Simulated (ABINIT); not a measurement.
The system is C.

```
CELL_PARAMETERS angstrom
4.25517 0.00000 0.00000
0.00000 4.25517 0.00000
0.00000 0.00000 1.28229
ATOMIC_POSITIONS crystal
C 0.50000 0.50000 0.50000
```

The cell was built by a generator and needn't be a form met in nature.

Base run:

| Quantity | Value |
| --- | --- |
| Program | ABINIT 10.8.3 (patched build) |
| Functional | r2SCAN |
| Potentials or basis | JTH PAW PBE v2.0 |
| Cutoff | 626 eV |
| k mesh | 6 × 6 × 20 |
| Occupations | fermi-dirac, width 0.05 eV |
| Spin | no spin polarisation |

Its results: band gap on the k mesh none (metal or under the smearing width); pressure -2.4 GPa.

**Question.** The run is repeated on the same cell with these changes: functional from r2SCAN to LDA. What comes out?

**Answer.** Band gap on the k mesh none (metal or under the smearing width); pressure -1.8 GPa.

Caveats: the atomic spheres overlap; the PAW data sets were made with another functional, which shifts forces and pressure a little.
